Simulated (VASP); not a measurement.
Wanted: the native input for a VASP 6.6.1 run.

| Property | Result |
| --- | --- |
| Task | single point |
| Functional | PBE |
| Potentials or basis | VASP PAW PBE potentials, release 64 (Ti_sv) |
| Cutoff | 520 eV |
| k mesh | 26 × 26 × 26 |
| Occupations | gaussian, width 0.1 eV |
| Spin | no spin polarisation |
| Dipole correction | no |
| Further INCAR settings | ALGO = Fast; EDIFF = 1e-06; NBANDS = 12 |

The structure of Ti lies in POSCAR:

```
Ti
1.0
   -1.4537602157      1.4537602157      2.0563446621
    1.4537602157     -1.4537602157      2.0563446621
    1.4537602157      1.4537602157     -2.0563446621
Ti
1
Direct
    0.5000000000      0.5000000000      0.0000000000
```

The cell was built by a generator and needn't be a form met in nature.

The input as run:

INCAR

```
SYSTEM = Ti
ALGO = Fast
EDIFF = 1E-6
ENCUT = 520
GGA = PE
ISIF = 2
ISMEAR = 0
LASPH = .True.
LCHARG = .False.
LREAL = .False.
LWAVE = .False.
NBANDS = 12
NELM = 100
PREC = Accurate
SIGMA = 0.1
```

KPOINTS

```
k-points
0
Gamma
  26 26 26
  0 0 0
```

Potentials or basis: VASP PAW PBE potentials, release 64 (Ti_sv).

The run is started by

```sh
$ cat potpaw_PBE.64/Ti_sv/POTCAR > POTCAR
$ mpirun -np 1 vasp_std > vasp.out
```

It gave:

* Pressure: -0.3 GPa
* Band gap on the k mesh: none (metal or under the smearing width)

It took 3 min on 1 thread of Intel(R) Xeon(R) 6975P-C (Granite Rapids) (shared host), peak memory 0.36 GiB.
